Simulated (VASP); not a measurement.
Crystal: C.

```xyz
3
Lattice="7.6220 0.0000 0.0000 -3.8110 6.6009 0.0000 0.0000 0.0000 1.2822" Properties=species:S:1:pos:R:3 pbc="T T T"
C     0.0000    0.0000    0.0000
C     0.0000    4.4006    0.6411
C     3.8110    2.2003    0.6411
```

The cell was built by a generator and needn't be a form met in nature.

- Program: VASP 6.6.1
- Task: relaxation of cell and atoms
- Functional: PBE
- Potentials or basis: VASP PAW PBE potentials, release 64 (C)
- Cutoff: 600 eV
- k mesh: 6 × 6 × 20
- Occupations: gaussian, width 0.02 eV
- Spin: no spin polarisation

At the start: pressure -0.0 GPa; volume 21.50 Å³/atom.

Question: Where does the relaxation end?

Answer: Over 13 steps the energy falls by 31.5 meV/atom and the volume is 14.29 Å³/atom (-33.5 %); space group P6/mmm (No. 191, to 0.05 Å).

The path:
| step | energy change (eV) | largest force (eV/Å) | pressure (GPa) | volume (Å³) |
| --- | --- | --- | --- | --- |
| 1 | 0.0000 | 0.0000 | -0.04 | 64.51 |
| 2 | 0.0050 | 0.0000 | -2.37 | 64.46 |
| 3 | -0.0008 | 0.0000 | -0.68 | 64.50 |
| 4 | -0.0039 | 0.0000 | -0.73 | 63.75 |
| 5 | -0.0136 | 0.0000 | -0.86 | 61.55 |
| 6 | -0.0346 | 0.0000 | -1.12 | 57.25 |
| 7 | -0.0761 | 0.0000 | -1.60 | 49.12 |
| 8 | 0.0122 | 0.0000 | -0.19 | 34.71 |
| 9 | -0.0858 | 0.0000 | -1.71 | 46.67 |
| 10 | -0.0902 | 0.0000 | -1.72 | 41.86 |
| 11 | -0.0918 | 0.0000 | -1.76 | 43.72 |
| 12 | -0.0944 | 0.0000 | -0.54 | 43.13 |
| 13 | -0.0946 | 0.0000 | 0.01 | 42.88 |

Final structure:
```yaml
crystal:
  lattice:
    - [6.21201, 0.00000, 0.00000]
    - [-3.10601, 5.37976, 0.00000]
    - [0.00000, 0.00000, 1.28305]
  atoms:
    - { symbol: C, position: [0.00000, 0.00000, 0.00000] }
    - { symbol: C, position: [0.33333, 0.66667, 0.50000] }
    - { symbol: C, position: [0.66667, 0.33333, 0.50000] }
```

Caveat: the volume moved by over 15 % at a fixed basis, so the end points are rough.
